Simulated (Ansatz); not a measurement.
Here is an Ansatz 0.2.0 calculation.

Contents of input:

```
crystal:
  lattice:
    - [2.57052631, 0.0, 0.0]
    - [0.0, 2.57052631, 0.0]
    - [0.0, 0.0, 2.57052631]
  atoms:
    - { symbol: Co, position: [0.0, 0.0, 0.0], spin: 2.0 }
    - { symbol: O, position: [0.5, 0.5, 0.5] }
hamiltonian:
  xc:
    exchange: hjs_pbesol
    correlation: pbesol
    exx: { coeff: 0.25, omega: 0.207 }
  pseudopotentials: { kind: paw }
magnetization:
  spin_polarized: true
kpoints:
  mp_grid: { grid: [5, 5, 5] }
  band_path:
    path:
      - [[0.0, 0.0, 0.0], [0.0, 0.5, 0.0], [0.5, 0.5, 0.0], [0.0, 0.0, 0.0], [0.5, 0.5, 0.5], [0.0, 0.5, 0.0]]
      - [[0.5, 0.5, 0.0], [0.5, 0.5, 0.5]]
    npoints: 4
scf:
  occupations: { method: fermi_dirac, width: 0.05 }
  n_extra_bands: 6
output:
  forces: true
  stress: true
  eigenvalues: true
  fatbands: false
```

Problem. What does it give for the band gap along the path?

Solution. 3.13 eV, indirect (least direct gap 3.25 eV).

Problem. Predict the absolute moment.

Solution. 3.03 μB per cell.

Levels at the corners of the path, in eV from the valence-band top:
Spin up:
| point | band 10 | band 11 | band 12 | band 13 | band 14 | band 15 | band 16 | band 17 |
| --- | --- | --- | --- | --- | --- | --- | --- | --- |
| Γ | -4.14 | -2.20 | -2.20 | -2.20 | 3.13 | 17.93 | 17.93 | 23.47 |
| X | -4.06 | -2.09 | 0.00 | 0.00 | 8.66 | 11.31 | 18.71 | 20.41 |
| M | -4.67 | -4.59 | -2.26 | -1.10 | 7.86 | 14.32 | 14.32 | 19.45 |
| Γ | -4.14 | -2.20 | -2.20 | -2.20 | 3.13 | 17.93 | 17.93 | 23.47 |
| R | -2.20 | -0.56 | -0.56 | -0.56 | 8.81 | 8.81 | 8.81 | 18.04 |
| X | -4.06 | -2.09 | 0.00 | 0.00 | 8.66 | 11.31 | 18.71 | 20.41 |
| M | -4.67 | -4.59 | -2.26 | -1.10 | 7.86 | 14.32 | 14.32 | 19.45 |
| R | -2.20 | -0.56 | -0.56 | -0.56 | 8.81 | 8.81 | 8.81 | 18.04 |
Spin down:
```tsv
point	band 7	band 8	band 9	band 10	band 11	band 12	band 13	band 14
Γ	-3.62	-1.30	-1.30	-1.30	3.96	4.51	4.51	4.51
X	-3.19	-1.94	-1.94	-0.07	4.69	5.62	5.62	9.26
M	-5.64	-3.00	-0.08	-0.04	3.21	3.47	3.47	8.97
Γ	-3.62	-1.30	-1.30	-1.30	3.96	4.51	4.51	4.51
R	-5.86	-5.86	0.00	0.00	6.10	6.10	6.10	9.31
X	-3.19	-1.94	-1.94	-0.07	4.69	5.62	5.62	9.26
M	-5.64	-3.00	-0.08	-0.04	3.21	3.47	3.47	8.97
R	-5.86	-5.86	0.00	0.00	6.10	6.10	6.10	9.31
```

Caveat: the k mesh is coarse (spacing up to 0.49 Å⁻¹), so the values aren't converged, least of all with exact exchange; the magnetic or orbital state may not be the lowest; the k mesh misses the band edges, so the gap on the mesh is wider than the one along the path; a cell with one magnetic atom can't hold antiferromagnetic order, which such compounds often take.
